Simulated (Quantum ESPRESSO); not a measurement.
## Nb: phonons with RPBE

Nb:

```
Nb
1.0
    -1.66395    1.66395    1.66395
     1.66395   -1.66395    1.66395
     1.66395    1.66395   -1.66395
Nb
1
Cartesian
  0.0000 0.0000 0.0000
```

```
Program             : Quantum ESPRESSO 7.5
Task                : phonons
Functional          : RPBE
Potentials or basis : GBRV 1.5 PBE
Cutoff              : 612 eV
Density cutoff      : 4898 eV
k mesh              : 11 × 11 × 11
Occupations         : cold, width 0.2 eV
Spin                : no spin polarisation
Mixing beta         : 0.5
Most SCF iterations : 120
SCF threshold       : 2e-10 Ry
```

The relaxed volume is 18.45 Å³/atom, the relaxed cell is a = 2.883 Å, b = 2.883 Å, c = 2.883 Å, α = 109.47°, β = 109.47°, γ = 109.47° and the space group after relaxing (to 0.05 Å) is Im-3m (No. 229). The pressure after relaxing is 0.0 GPa, the band gap on the k mesh is none (metal or under the smearing width) and the highest phonon frequency at the q point run is 145 cm⁻¹.

Final structure:
```xyz
1
Lattice="-1.6647 1.6647 1.6647 1.6647 -1.6647 1.6647 1.6647 1.6647 -1.6647" Properties=species:S:1:pos:R:3 pbc="T T T"
Nb    0.0000    0.0000    0.0000
```

Levels at points of the mesh, in eV from the Fermi level:
```
           k point  band 3  band 4  band 5  band 6  band 7  band 8  band 9  band 10
(0.00, 0.00, 0.00)  -29.79  -29.79   -5.83    0.40    0.40    0.40    3.23     3.23
```

Phonon frequencies in cm⁻¹ (negative: imaginary):
| q point | frequencies |
| --- | --- |
| (0.000, 0.000, 0.500) | 84 111 145 |

Phonon modes at q = (0.000, 0.000, 0.500) in reciprocal lattice units:
```csv
mode,symmetry,cm⁻¹
1,B_3u,84
2,B_2u,111
3,B_1u,145
```

Wall time 50 s on 4 MPI ranks on Intel(R) Xeon(R) Platinum 8488C (Sapphire Rapids), with other jobs on the host, peak memory 0.36 GiB a rank.

Caveat: the potentials were made for another functional, which shifts forces and pressure; the q point doesn't lie on the k mesh, which can shift a metal's frequencies strongly unless the mesh is converged.
